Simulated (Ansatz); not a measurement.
A (001) slab of relaxed bulk RbBr (Fm-3m, 43.19 Å³/atom, gap on the mesh 4.19 eV), 3 planes in a 4×1 cell with the lowest 1 held; added atoms sit on lattice sites of the next plane. A dipole correction is on. The surface energy is the mean of the held and the free face; step energies are per length and the mean of the stripe's two steps, which run along the shortest translation of the plane; step and island energies count from the flat slab and bulk atoms.

All numbers below come from DFT PBE, scalar-relativistic, plane waves, PAW (Ansatz).

Cutoff 420 eV, Gaussian smearing of 0.05 eV, energies at zero smearing, symmetry of each start kept, no spin polarisation.

| start | atoms | k mesh | surface energy (J/m²) | gap on the mesh (eV) | step energy (meV/Å) |
| --- | --- | --- | --- | --- | --- |
| flat slab | 24 | 2×6×1 | 0.09 | 4.18 | - |
| stripe of 4 atoms | 28 | 2×6×1 | - | 2.47 | 92 |